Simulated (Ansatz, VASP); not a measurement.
## Pb in VASP and in Ansatz

```
CELL_PARAMETERS angstrom
-1.58730 1.58730 1.58730
1.58730 -1.58730 1.58730
1.58730 1.58730 -1.58730
ATOMIC_POSITIONS crystal
Pb 0.00000 0.00000 0.00000
```

Change from the starting cell: volume scaled by 0.5, LAPW.

Alike in both runs: task single point; functional PBE; k mesh 15 × 15 × 15; occupations fermi-dirac, width 0.1 eV; no spin polarisation.

|  | VASP | Ansatz |
| --- | --- | --- |
| version | VASP 6.6.1 | Ansatz 0.2.0 |
| potentials or method | VASP PAW PBE potentials, release 64 (Pb_d), cutoff 520 eV | all-electron LAPW, scalar-relativistic |

```tsv
	VASP	Ansatz	Ansatz less VASP
pressure (GPa)	147.0	147.1	+0.08
```

Ansatz ran all-electron here, so the differences hold the error of VASP's frozen core and of both bases.

Caveats: the cell as given lies far from equilibrium; so large a pressure means that the cell lies far from this level's equilibrium, or that cutoff or potentials fall short (VASP). The runs have no spin-orbit coupling, so splittings on Pb are missing.
